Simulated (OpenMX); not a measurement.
# Moving the dispersion correction in PtSe2

It takes space group P-3m1 (No. 164, trigonal). The conventional cell has a = 3.724 Å, b = 3.724 Å, c = 5.062 Å, α = 90.00°, β = 90.00°, γ = 120.00°. Pt (site symmetry -3m) has 6 Se at 2.49 Å as nearest neighbours. Se (site symmetry 3m) is surrounded by 3 Pt at 2.49 Å.

Kept alike: task single point; functional PBE; k mesh 7 × 7 × 5; occupations fermi-dirac, width 0.05 eV; no spin polarisation. Program: OpenMX, OpenMX 2013 PBE set, Pt7.0-s3p2d2f1, Se7.0-s3p2d2, grid cutoff 400 Ry. The mesh is that of the run's cell of 3 atoms. No spin-orbit coupling.

| dispersion correction | pressure (GPa) |
| --- | --- |
| D3(zero) | 5.35 |
| D3(BJ) | 4.41 |
| D4 | 4.53 |
| none | 8.24 |

Pressure is positive in compression. For a metal such a mesh leaves the last digits unconverged.

Task: What does the dispersion correction change here?

Result: The pressure runs from 4.41 (D3(BJ)) to 8.24 GPa (none). Dispersion terms mostly attract, so at fixed cell they lower the pressure.
